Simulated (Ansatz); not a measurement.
Ansatz 0.2.0, single run: K

input.yaml:

```yaml
crystal:
  lattice:
    - [0.0, 2.704149, 2.704149]
    - [2.704149, 0.0, 2.704149]
    - [2.704149, 2.704149, 0.0]
  atoms:
    - { symbol: K, position: [0.0, 0.0, 0.0] }
  symmetry: { tolerance: 0.0003 }
kpoints:
  mp_grid: { grid: [6, 6, 6], shift: [0, 0, 0] }
magnetization:
  spin_polarized: false
scf:
  occupations: { method: fermi_dirac, width: 0.0349 }
  algorithm: density_mixing
hamiltonian:
  pseudopotentials: { kind: paw }
  xc: pbe
basis:
  ecutwfc: "500 eV"
output:
  forces: true
  stress: true
  eigenvalues: true
  write_density: true
  write_potential: true
  elf: true
  volumetric_format: npy
```

The command:

```bash
ansatz run input.yaml --threads 1 --pin off --max-ram 2560MiB --backend cpu --events-out ev --progress --plain --runs-dir out
```

Origin of the cell: a known structure type with other elements, at an estimated volume, so it need not be a known compound.

Output (shortened):

```
Pseudopotentials: kind: paw
Pseudopotential: K, paw, valence charge 9, recommended cutoff 420 eV (normal), K.paw.azcp
Functional definition: PBE
  exchange = pbe_x(kappa = kappa, mu = beta*pi^2/3)
  correlation = pbe_c(beta = beta)
Crystal: 1 atoms, lattice volume = 39.548 Å³
Basis set: ecut = 500 eV, 965 PW (Γ), exchange–correlation on 60×60×60 points (8 copies of the dense FFT grid, shifted against one another)
Bands: 9, of which v1, the nominal top of the filled ones, is band 5 counted from 1 (4 counted from 0)
Symmetry: 48 space group operations
Space group: Fm-3m (ITA 225), of the structure as read, at distance tolerance 1.0e-3 Å
k-points: 16 of 216
Initial density: superposition of atomic densities (neutral atoms: chi_scale 0, normalization atom), corrected by the library's trained network
Functional: x = pbe(κ = 0.804, μ = 0.219515), c = pbe(β = 0.066725)
SCF iter   1: F=—  HF=-1537.302005 eV  Δρ=6.80e-4  dr2=1.03e-4
SCF iter   2: F=—  HF=-1537.302131 eV  Δρ=3.51e-4  dr2=3.28e-5
SCF iter   3: F=—  HF=-1537.302198 eV  Δρ=1.08e-4  dr2=4.56e-6
SCF iter   4: F=—  HF=-1537.302196 eV  Δρ=3.24e-5  dr2=4.41e-7
SCF iter   5: F=-1537.302196 eV  HF=-1537.302196 eV  Δρ=3.51e-6  dr2=2.89e-9
SCF iter   6: F=-1537.302196 eV  HF=-1537.302196 eV  Δρ=1.32e-7  dr2=2.64e-12
SCF 1 converged in 6 iterations: F = -1537.302196 eV  dr2 = 2.64e-12
SCF converged after 6 iterations
Free energy (F): -1537.302196 eV
Harris-Foulkes:  -1537.302196 eV  (|F-HF|=4.55e-13)
Internal energy: -1537.297806 eV  (E = F + TS)
E sigma→0 (E₀):  -1537.300001 eV
Entropy (-TS):   -0.004390 eV (-4.390 meV/atom)
Fermi energy:    5.259050 eV
--- Per-component energies (eV) ---
  E_band       = -110.710831
  E_kinetic    = 254.570063
  E_local      = -603.080415  (includes V_loc(G=0)·N_el)
  E_nonlocal   = 13.606405
  E_hartree    = 209.013060
  E_xc         = -134.878105
  E_vxc        = -164.555655  (∫ρ·V_xc dr)
  E_paw        = -782.135617  (= ΣΔE_a)
  E_vpaw       = -29.277370  (= ΣTr[D̂ρ^β])
  E_aug_tail   = -0.000002  (compensation charges beyond the density's cutoff)
  E_ewald      = -494.393196
  E_smearing   = -0.004390  (= −TS)
  Σ components = -1537.302196   (vs F -1537.302196, Δ=0.00e0)
--- Forces (eV/Å), atoms counted from 1 ---
  atom   1  K     -0.000000     0.000000    -0.000000
  max |Σ_I F_I| component: 0.0 eV/Å
--- Stress (GPa, compression-positive) ---
        7.307507      -0.000000       0.000000
       -0.000000       7.307507      -0.000000
        0.000000      -0.000000       7.307507
  P = ⅓ Tr σ = 7.3075 GPa (73.075 kbar)
```

Caveats: no moments, though an odd count or open d shells may carry them; the k mesh is coarse if the cell is a metal.
